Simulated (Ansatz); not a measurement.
# A defect in a wire: armchair graphene nanoribbon (N = 5, H edges), Co in place of one edge or surface C, part 2 of 3

What does the defect do to the conductance?

Ansatz 0.2.0; DFT PBE, plane waves, PAW; relaxation of a wire's period (the session's first sound run).

So far. Step 2 (Relaxing the period): The cell's length comes to 4.312 Å with spin left out.

## 3. The wire at its relaxed period

This step: DFT PBE, plane waves, PAW; channels and complex bands of a perfect wire (Ansatz 0.2.0).

At the relaxed period the Bloch states of the perfect wire are found at each energy: those that move forward count the open channels, and those that decay describe how a disturbance dies away inside the wire itself. An energy step of 0.035 eV is under the 0.039 eV that the program asks for its thermal average at 300 K.

File input.yaml:

```yaml
crystal:
  lattice:
    - [13.772, 0.0, 0.0]
    - [0.0, 7.0, 0.0]
    - [0.0, 0.0, 4.3124685253]
  atoms:
    - { symbol: C, position: [0.322995678, 0.5, 0.007723662] }
    - { symbol: C, position: [0.500011569, 0.5, 0.999749504] }
    - { symbol: C, position: [0.67702746, 0.5, 0.007723662] }
    - { symbol: C, position: [0.322995678, 0.5, 0.325609671] }
    - { symbol: C, position: [0.500011569, 0.5, 0.333583829] }
    - { symbol: C, position: [0.67702746, 0.5, 0.325609671] }
    - { symbol: H, position: [0.253305341, 0.5, 0.444400076] }
    - { symbol: H, position: [0.746717797, 0.5, 0.444400076] }
    - { symbol: C, position: [0.410350934, 0.5, 0.500138032] }
    - { symbol: C, position: [0.589672204, 0.5, 0.500138032] }
    - { symbol: C, position: [0.410350934, 0.5, 0.833195301] }
    - { symbol: C, position: [0.589672204, 0.5, 0.833195301] }
    - { symbol: H, position: [0.253305341, 0.5, 0.888933257] }
    - { symbol: H, position: [0.746717797, 0.5, 0.888933257] }
kpoints:
  mp_grid: { grid: [1, 1, 19] }
scf:
  occupations: { method: fermi_dirac, width: 0.05 }
hamiltonian:
  xc: pbe
output:
  transmission:
    e_range: [-1.5, 1.5]
    de: 0.035
    kmesh: [1, 1]
    reduced_basis: true
    leads: [[0, 0]]
```

The run is started by

```bash
$ ansatz run input.yaml --threads 16 --pin off --max-ram 61440MiB --backend cuda --events-out ev --progress --plain --runs-dir out --max-vram 78GiB
```

Numbers of over 12 decimals in the logs are rounded to 6 here.

The program printed:

```text
[...]
device memory: the entry about to start is reckoned to put 15.6 GiB on a device that reports 152.7 GiB free (of which the cap on the GPU budget leaves the run 78.0 GiB)
GPU FFT provider: cuFFT
GPU libraries: cuBLAS 13.8.1, cuFFT 12.4.0, cuSOLVER 12.3.2
GPU matrix products: emulated (plane waves: as basis.precision tells), large ones in fixed point in workspaces of 1.00 GiB
Crystal: 14 atoms, lattice volume = 415.739 Å³
Basis set: ecut = 420 eV, 8175 PW (Γ)
Bands: 36, of which v1, the nominal top of the filled ones, is band 22 counted from 1 (21 counted from 0)
Symmetry: 8 space group operations
[...]
k-points: 10 of 19
[...]
GPU buffer pool allocated for 138240 grid points (all kernels)
GPU transforms: local potential and band sums: pruned to the plane-wave sphere, on 96×45×30
[...]
SCF iter   1: F=—  HF=-2572.598535 eV  |F-HF|=—  |Δ(HF+E_count)|=         —  Δρ=2.48e-3  dr2=8.34e-2  ethr=1.77e-3  ⟨swp⟩=7.9  Hψ=2021  notcnv=0  defer=26
[...]
SCF iter   7: F=-2572.579672 eV  HF=-2572.579672 eV  |F-HF|=3.15e-8  |Δ(HF+E_count)|=   6.95e-8  Δρ=3.81e-6  dr2=3.19e-8  ethr=2.27e-10  ⟨swp⟩=17.2  Hψ=2491  notcnv=0
SCF 1 converged in 7 iterations: F = -2572.579672 eV  dr2 = 3.19e-8
[...]
transmission: 6 of 6 steps passed
[...]
Second SCF, for the conductance: iteration 1, dr2 5.032e-7 eV
Second SCF, for the conductance: iteration 2, dr2 7.134e-8 eV
Second SCF, for the conductance: iteration 3, dr2 4.691e-9 eV
transmission: 6 of 6 steps passed
SCF converged after 7 iterations
Free energy (F): -2572.579672 eV
[...]
Internal energy: -2572.578765 eV  (E = F + TS)
E sigma→0 (E₀):  -2572.579218 eV
Entropy (-TS):   -0.000907 eV (-0.065 meV/atom)
Fermi energy:    -1.355731 eV
[...]
--- Band table (eV; the first three rows and the last of 10) ---
  k-point 0: bands = [... 18 lower, -4.7278, -4.1586, -3.0350, -1.5601, -1.1513, 0.0508, 1.3191, 1.7404, ... 10 higher]
  k-point 1: bands = [... 18 lower, -4.7639, -4.1514, -3.1493, -1.8185, -0.9007, 0.1821, 1.3402, 1.7043, ... 10 higher]
  k-point 2: bands = [... 18 lower, -4.8692, -4.1315, -3.4434, -2.2151, -0.5268, 0.5277, 1.4036, 1.6022, ... 10 higher]
  k-point 9: bands = [... 18 lower, -6.3755, -5.3154, -4.8334, -3.8091, 0.5684, 2.0423, 2.5267, 3.0187, ... 10 higher]
--- Transmission ---
  basis      : 837 plane waves across, 6 finite elements along
  points     : 1, standing for a mesh of 1 x 1
  on the GPU : 1 of these points
  filling    : by a second SCF (3 iterations) under fermi_dirac of width 0.025852 eV on a mesh of 1 x 1 x 60, whose Fermi level is -1.355576 eV
  energies   : 86 from -1.500000 to 1.475000 eV about the Fermi level, 0.035000 eV apart; the leads are filled to 0.000000 eV, and channels, transmission and decay are at 0.005000 eV
  crystal 0  : C10H4, at the sites [0, 0], period 4.3125 Å: whole cells are its period
    offset         : up to 0.0000 Å between an atom of the period and one for which it stands
    filled         : 0.7 meV over the level at which it is neutral
    channels       : 0.000000e0 a spin
    conductance    : 5.9299e10 S/m² at 300 K; may be off by some 0.0 % by where its bands' edges are placed, 0.0 % from the distance to neutral
    slowest decay  : 0.0381 /Å at (0.0000, 0.0000)
```

Elapsed: 76 s, on 1 × NVIDIA GB200 with 16 threads of Arm Neoverse V2, shared host; peak memory 8.2 GiB.

In the SCF lines HF is the Harris–Foulkes energy and dr2 the Hartree energy of the density residual, in eV; the loop may stop once dr2 is under the threshold and the program's other checks hold. Hψ counts applications of the Hamiltonian.

This step gave:

```
channels at the energy nearest the Fermi level, one spin        : 0
conductance of the lead as this run defines it                  : 7.38e-4 G₀
slowest decay in the lead at the energy nearest the Fermi level : 0.0381 Å⁻¹
band gap                                                        : 0.4088 eV
```

The open channels of the lead, one spin by energy, zero at the Fermi level:

| energy (eV) | open channels of the lead, one spin |
| --- | --- |
| -1.500 | 1 |
| -1.395 | 1 |
| -1.290 | 1 |
| -1.185 | 1 |
| -1.115 | 1 |
| -1.010 | 1 |
| -0.905 | 1 |
| -0.800 | 1 |
| -0.695 | 1 |
| -0.590 | 1 |
| -0.485 | 1 |
| -0.415 | 1 |
| -0.310 | 1 |
| -0.205 | 1 |
| -0.100 | 0 |
| 0.005 | 0 |
| 0.110 | 0 |
| 0.215 | 1 |
| 0.285 | 1 |
| 0.390 | 1 |
| 0.495 | 1 |
| 0.600 | 1 |
| 0.705 | 1 |
| 0.810 | 1 |
| 0.915 | 1 |
| 0.985 | 1 |
| 1.090 | 1 |
| 1.195 | 1 |
| 1.300 | 1 |
| 1.405 | 1 |

The slowest values at each energy, most degenerate partners merged, listed up to 1.5 1/Å. Im kz of the slowest decaying states against energy, zero at the Fermi level:

| energy (eV) | decay 1 (Å⁻¹) | decay 2 (Å⁻¹) | decay 3 (Å⁻¹) | decay 4 (Å⁻¹) |
| --- | --- | --- | --- | --- |
| -1.500 | 0.0908 | 0.452 | 0.465 | 0.483 |
| -1.395 | 0.112 | 0.460 | 0.470 | 0.492 |
| -1.290 | 0.128 | 0.467 | 0.474 | 0.499 |
| -1.185 | 0.141 | 0.473 | 0.479 | 0.505 |
| -1.115 | 0.148 | 0.477 | 0.481 | 0.508 |
| -1.010 | 0.157 | 0.483 | 0.485 | 0.511 |
| -0.905 | 0.165 | 0.488 | 0.489 | 0.513 |
| -0.800 | 0.171 | 0.493 | 0.493 | 0.513 |
| -0.695 | 0.176 | 0.496 | 0.498 | 0.513 |
| -0.590 | 0.180 | 0.499 | 0.502 | 0.512 |
| -0.485 | 0.183 | 0.501 | 0.506 | 0.509 |
| -0.415 | 0.185 | 0.503 | 0.507 | 0.508 |
| -0.310 | 0.186 | 0.504 | 0.506 | 0.511 |
| -0.205 | 0.187 | 0.499 | 0.508 | 0.514 |
| -0.100 | 0.0332 | 0.187 | 0.494 | 0.510 |
| 0.005 | 0.0381 | 0.185 | 0.488 | 0.511 |
| 0.110 | 0.0321 | 0.183 | 0.481 | 0.513 |
| 0.215 | 0.181 | 0.473 | 0.514 | 0.522 |
| 0.285 | 0.178 | 0.467 | 0.515 | 0.523 |
| 0.390 | 0.174 | 0.457 | 0.516 | 0.524 |
| 0.495 | 0.168 | 0.447 | 0.517 | 0.525 |
| 0.600 | 0.162 | 0.435 | 0.517 | 0.526 |
| 0.705 | 0.154 | 0.423 | 0.518 | 0.526 |
| 0.810 | 0.145 | 0.409 | 0.518 | 0.526 |
| 0.915 | 0.134 | 0.394 | 0.518 | 0.526 |
| 0.985 | 0.126 | 0.383 | 0.518 | 0.525 |
| 1.090 | 0.111 | 0.365 | 0.517 | 0.524 |
| 1.195 | 0.0922 | 0.345 | 0.517 | 0.523 |
| 1.300 | 0.0664 | 0.323 | 0.517 | 0.521 |
| 1.405 | 0.00597 | 0.298 | 0.516 | 0.519 |

By hand: the program gives 5.9299 × 10^10 S/m² over the cell's cross-section of 96.40 Å² = 9.640 × 10^-19 m², so one cell conducts 5.717 × 10^-8 S. Divided by G0 = 2e²/h = 7.748 × 10^-5 S this is 7.4e-4 G0, a resistance of 17493 kΩ.

At the computed energy nearest the Fermi level there are 0 channels a spin, and the thermal average gives 7.4e-4 G₀; the gap is 0.41 eV.

## 4. Relaxation of the scattering region

This step: DFT PBE, plane waves, PAW; relaxation of a junction in a wire, ends held (Ansatz 0.2.0).

System of this step: armchair graphene nanoribbon (N = 5, H edges), Co in place of one edge or surface C. The cell holds 98 atoms: 69 C, 28 H and 1 Co. Its edges and angles: a = 13.772 Å, b = 7.000 Å, c = 30.187 Å, α = 90.0°, β = 90.0°, γ = 90.0°. Regions: held atoms, 56 atoms (40 C and 16 H); free atoms, 42 atoms (29 C, 12 H and 1 Co). Vacuum lies along a and b. The structure's axis is c.

42 atoms at the defect are free to relax, while 56 stay where the perfect wire has them, so that the ends still repeat as a lead.

File input.yaml:

```yaml
crystal:
  lattice:
    - [13.772, 0.0, 0.0]
    - [0.0, 7.0, 0.0]
    - [0.0, 0.0, 30.1872796769]
  atoms:
    - { symbol: C, position: [0.322995678, 0.5, 0.00110338] }
    - { symbol: C, position: [0.500011569, 0.5, 0.999964215] }
    - { symbol: C, position: [0.67702746, 0.5, 0.00110338] }
    - { symbol: C, position: [0.322995678, 0.5, 0.046515667] }
    - { symbol: C, position: [0.500011569, 0.5, 0.047654833] }
    - { symbol: C, position: [0.67702746, 0.5, 0.046515667] }
    - { symbol: H, position: [0.253305341, 0.5, 0.063485725] }
    - { symbol: H, position: [0.746717797, 0.5, 0.063485725] }
    - { symbol: C, position: [0.410350934, 0.5, 0.07144829] }
    - { symbol: C, position: [0.589672204, 0.5, 0.07144829] }
    - { symbol: C, position: [0.410350934, 0.5, 0.1190279] }
    - { symbol: C, position: [0.589672204, 0.5, 0.1190279] }
    - { symbol: H, position: [0.253305341, 0.5, 0.126990465] }
    - { symbol: H, position: [0.746717797, 0.5, 0.126990465] }
    - { symbol: C, position: [0.322995678, 0.5, 0.143960523] }
    - { symbol: C, position: [0.500011569, 0.5, 0.142821358] }
    - { symbol: C, position: [0.67702746, 0.5, 0.143960523] }
    - { symbol: C, position: [0.322995678, 0.5, 0.18937281] }
    - { symbol: C, position: [0.500011569, 0.5, 0.190511976] }
    - { symbol: C, position: [0.67702746, 0.5, 0.18937281] }
    - { symbol: H, position: [0.253305341, 0.5, 0.206342868] }
    - { symbol: H, position: [0.746717797, 0.5, 0.206342868] }
    - { symbol: C, position: [0.410350934, 0.5, 0.214305433] }
    - { symbol: C, position: [0.589672204, 0.5, 0.214305433] }
    - { symbol: C, position: [0.410350934, 0.5, 0.261885043] }
    - { symbol: C, position: [0.589672204, 0.5, 0.261885043] }
    - { symbol: H, position: [0.253305341, 0.5, 0.269847608] }
    - { symbol: H, position: [0.746717797, 0.5, 0.269847608] }
    - { symbol: C, position: [0.322995678, 0.5, 0.286817666] }
    - { symbol: C, position: [0.500011569, 0.5, 0.285678501] }
[... 62 atom lines left out ...]
    - { symbol: C, position: [0.410350934, 0.5, 0.928591147] }
    - { symbol: C, position: [0.589672204, 0.5, 0.928591147] }
    - { symbol: C, position: [0.410350934, 0.5, 0.976170757] }
    - { symbol: C, position: [0.589672204, 0.5, 0.976170757] }
    - { symbol: H, position: [0.253305341, 0.5, 0.984133322] }
    - { symbol: H, position: [0.746717797, 0.5, 0.984133322] }
magnetization:
  spin_polarized: true
kpoints:
  mp_grid: { grid: [1, 1, 1] }
scf:
  occupations: { method: fermi_dirac, width: 0.1 }
hamiltonian:
  xc: pbe
relax:
  constraints:
    - { sites: [0, 1, 2, 3, 4, 5, 6, 7, 8, 9, 10, 11, 12, 13, 14, 15, 16, 17, 18, 19, 20, 21, 22, 23, 24, 25, 26, 27, 70, 71, 72, 73, 74, 75, 76, 77, 78, 79, 80, 81, 82, 83, 84, 85, 86, 87, 88, 89, 90, 91, 92, 93, 94, 95, 96, 97] }
  f_tol: 0.04
  max_steps: 35
```

The program printed:

```text
[...]
Crystal: 98 atoms, lattice volume = 2910.175 Å³
Basis set: ecut = 420 eV, 56949 PW (Γ), exchange–correlation on 192×96×432 points (8 copies of the dense FFT grid, shifted against one another)
Bands: 260, of which v1, the nominal top of the filled ones, is band 161 counted from 1 (160 counted from 0)
Symmetry: 1 space group operations
[...]
k-points: 1
[...]
Starting moments: Σ|m| = 2 μB on 1 of 98 sites
[...]
SCF iter   1: F=—  HF=-22932.347421 eV  |F-HF|=—  |Δ(HF+E_count)|=         —  Δρ=3.78e-2 (↑3.61e-2 ↓3.78e-2)  dr2=1.51e2  dr2_m=3.75e0  M=0.395 μB ∫|m|=1.131 μB  β_m=0.30  ethr=3.10e-3  ⟨swp⟩=6.0  Hψ=2414  notcnv=0  defer=112
[...]
spin=Collinear: LDOS preconditioning applied to the charge; magnetization (m = ρ↑ − ρ↓) channel mixes plain (no charge-response kernel on spin).
SCF iter   2: F=—  HF=-22890.963548 eV  |F-HF|=—  |Δ(HF+E_count)|=    4.14e1  Δρ=2.37e-2 (↑2.23e-2 ↓2.37e-2)  dr2=4.72e1  dr2_m=2.32e0  M=0.376 μB ∫|m|=1.003 μB  β_m=0.30  ethr=3.10e-3  ⟨swp⟩=3.0  Hψ=982  notcnv=0  defer=162
[...]
SCF iter   7: F=—  HF=-22874.764940 eV  |F-HF|=—  |Δ(HF+E_count)|=   3.94e-2  Δρ=2.64e-3 (↑2.50e-3 ↓2.64e-3)  dr2=8.53e-3  dr2_m=1.74e-1  M=0.243 μB ∫|m|=0.607 μB  β_m=0.30  ethr=2.43e-5  ⟨swp⟩=2.0  Hψ=577  notcnv=0  defer=152
[...]
spin-set hold released at iteration 7 (site moments contracting): the magnetisation degrees of freedom join the quasi-Newton model from the next iteration; the mixer history was flushed
[...]
SCF 1 converged in 18 iterations: F = -22874.810015 eV  dr2 = 1.64e-7
[...]
relax step   2: F+E_penalty+E_count = -22877.16752035 eV  Δ(F+E_penalty+E_count) = -2.358e0 eV  max|allowed force component| = 7.080e0 eV/Å  Δτ_max = 0.1460 Å  (14 SCF iters, dr2 threshold 1.00e-4 eV, accepted)
[...]
SCF 4 converged in 16 iterations: F = -22878.620945 eV  dr2 = 1.38e-6
[...]
relax step   5: F+E_penalty+E_count = -22878.72595177 eV  Δ(F+E_penalty+E_count) = -1.050e-1 eV  max|allowed force component| = 4.282e-1 eV/Å  Δτ_max = 0.1990 Å  (16 SCF iters, dr2 threshold 2.88e-5 eV, accepted)
[...]
SCF 7 converged in 16 iterations: F = -22878.875580 eV  dr2 = 5.68e-7
[...]
relax step   8: F+E_penalty+E_count = -22878.90575707 eV  Δ(F+E_penalty+E_count) = -3.018e-2 eV  max|allowed force component| = 2.855e-1 eV/Å  Δτ_max = 0.1957 Å  (19 SCF iters, dr2 threshold 4.86e-5 eV, accepted)
[...]
SCF 10 converged in 15 iterations: F = -22878.920237 eV  dr2 = 2.60e-7
[...]
relax step  11: F+E_penalty+E_count = -22878.92285738 eV  Δ(F+E_penalty+E_count) = -2.621e-3 eV  max|allowed force component| = 2.727e-2 eV/Å  Δτ_max = 0.0372 Å  (18 SCF iters, dr2 threshold 2.99e-6 eV, accepted)
[...]
SCF converged after 10 iterations
[...]
- { symbol: H, position: [0.254374, 0.497421, 0.349514] }
    - { symbol: H, position: [0.746514, 0.504793, 0.349093] }
    - { symbol: C, position: [0.411180, 0.500427, 0.357081] }
    - { symbol: C, position: [0.590213, 0.514792, 0.356826] }
    - { symbol: C, position: [0.412650, 0.495728, 0.405064] }
    - { symbol: C, position: [0.591961, 0.527127, 0.404719] }
    - { symbol: H, position: [0.255900, 0.471177, 0.412294] }
    - { symbol: H, position: [0.745293, 0.602593, 0.408156] }
    - { symbol: C, position: [0.324878, 0.481963, 0.429670] }
    - { symbol: C, position: [0.501388, 0.507083, 0.428692] }
    - { symbol: C, position: [0.678943, 0.565210, 0.426808] }
    - { symbol: C, position: [0.323602, 0.481482, 0.475052] }
    - { symbol: C, position: [0.500307, 0.504488, 0.476385] }
    - { symbol: Co, position: [0.707239, 0.545591, 0.482367] }
    - { symbol: H, position: [0.253767, 0.472478, 0.491788] }
    - { symbol: H, position: [0.731481, 0.343323, 0.477073] }
    - { symbol: C, position: [0.410427, 0.493427, 0.500142] }
    - { symbol: C, position: [0.586833, 0.516498, 0.501576] }
    - { symbol: C, position: [0.409067, 0.496410, 0.547929] }
    - { symbol: C, position: [0.586893, 0.510520, 0.548228] }
    - { symbol: H, position: [0.251962, 0.487672, 0.555877] }
    - { symbol: H, position: [0.745604, 0.508695, 0.554549] }
    - { symbol: C, position: [0.321726, 0.491938, 0.572774] }
    - { symbol: C, position: [0.497663, 0.504004, 0.572119] }
    - { symbol: C, position: [0.675707, 0.511005, 0.572434] }
    - { symbol: C, position: [0.322120, 0.494160, 0.618254] }
    - { symbol: C, position: [0.499073, 0.502849, 0.619537] }
    - { symbol: C, position: [0.677163, 0.508804, 0.617735] }
    - { symbol: H, position: [0.252532, 0.491162, 0.635285] }
    - { symbol: H, position: [0.746945, 0.508979, 0.634595] }
    - { symbol: C, position: [0.409524, 0.498744, 0.643167] }
    - { symbol: C, position: [0.589401, 0.504904, 0.642924] }
    - { symbol: C, position: [0.410253, 0.499604, 0.690656] }
    - { symbol: C, position: [0.589712, 0.501408, 0.690374] }
    - { symbol: H, position: [0.253344, 0.500189, 0.698407] }
    - { symbol: H, position: [0.746770, 0.499725, 0.698452] }
    - { symbol: C, position: [0.322996, 0.5, 0.715389] }
    - { symbol: C, position: [0.500012, 0.5, 0.714249929] }
    - { symbol: C, position: [0.677027, 0.5, 0.715389] }
    - { symbol: C, position: [0.322996, 0.5, 0.760801382] }
    - { symbol: C, position: [0.500012, 0.5, 0.761941] }
    - { symbol: C, position: [0.677027, 0.5, 0.760801382] }
    - { symbol: H, position: [0.253305341, 0.5, 0.777771] }
    - { symbol: H, position: [0.746718, 0.5, 0.777771] }
    - { symbol: C, position: [0.410351, 0.5, 0.785734005] }
    - { symbol: C, position: [0.589672204, 0.5, 0.785734005] }
    - { symbol: C, position: [0.410351, 0.5, 0.833314] }
    - { symbol: C, position: [0.589672204, 0.5, 0.833314] }
    - { symbol: H, position: [0.253305341, 0.5, 0.84127618] }
    - { symbol: H, position: [0.746718, 0.5, 0.84127618] }
    - { symbol: C, position: [0.322996, 0.5, 0.858246] }
    - { symbol: C, position: [0.500012, 0.5, 0.857107] }
    - { symbol: C, position: [0.677027, 0.5, 0.858246] }
    - { symbol: C, position: [0.322996, 0.5, 0.903659] }
    - { symbol: C, position: [0.500012, 0.5, 0.904798] }
    - { symbol: C, position: [0.677027, 0.5, 0.903659] }
    - { symbol: H, position: [0.253305341, 0.5, 0.920629] }
    - { symbol: H, position: [0.746718, 0.5, 0.920629] }
    - { symbol: C, position: [0.410351, 0.5, 0.928591] }
    - { symbol: C, position: [0.589672204, 0.5, 0.928591] }
    - { symbol: C, position: [0.410351, 0.5, 0.976170757] }
    - { symbol: C, position: [0.589672204, 0.5, 0.976170757] }
    - { symbol: H, position: [0.253305341, 0.5, 0.984133] }
    - { symbol: H, position: [0.746718, 0.5, 0.984133] }
```

Run time: 20 s. Hardware: 1 × NVIDIA GB200 with 16 threads; peak memory 1.7 GiB; 53 s of CPU time.

Relaxation path:

| step | energy less that of the first step (eV) | largest force component (eV/Å) |
| --- | --- | --- |
| 1 | 0.0000 | 12.9385 |
| 2 | -2.3575 | 7.0804 |
| 3 | -3.6390 | 1.8330 |
| 4 | -3.8109 | 0.6559 |
| 5 | -3.9159 | 0.4282 |
| 6 | -4.0065 | 0.4288 |
| 7 | -4.0656 | 0.3074 |
| 8 | -4.0957 | 0.2855 |
| 9 | -4.1085 | 0.1867 |
| 10 | -4.1102 | 0.1010 |
| 11 | -4.1128 | 0.0273 |
| 12 | -4.1128 | 0.0273 |

The atoms that moved most (Å):

| atom | dx | dy | dz | length |
| --- | --- | --- | --- | --- |
| H50 | -0.210 | -1.097 | -0.452 | 1.205 |
| H42 | -0.020 | 0.718 | -0.137 | 0.731 |
| Co48 | 0.416 | -0.181 | 0.220 | 0.504 |
| C45 | 0.026 | 0.456 | -0.087 | 0.465 |
| H41 | 0.036 | -0.202 | -0.012 | 0.205 |
| H49 | 0.006 | -0.193 | -0.008 | 0.193 |
| C40 | 0.032 | 0.190 | -0.001 | 0.192 |
| C52 | -0.039 | 0.115 | 0.047 | 0.131 |

Numbers from this step:

```
energy at zero smearing : -22878.8312 eV
```

The largest force component on a free atom ends at 0.027 eV/Å, under the limit of 0.04. Co ends nearest to H at 1.46 Å, C at 1.73 Å and C at 1.77 Å. 1 atom of the wire itself, hydrogen apart, moved by over 0.45 Å, up to 0.47 Å.

[end of part 2 of 3]

[Logs are printed without paths, hosts, clocks, repeated set-up lines and the standing remarks that a program may print on its own settings, such as how far it seeks lower states.]

[Hosts, paths, dates, database ids (printed as entryN), source tags and the programs' standing remarks are cut or masked in the printed files.]
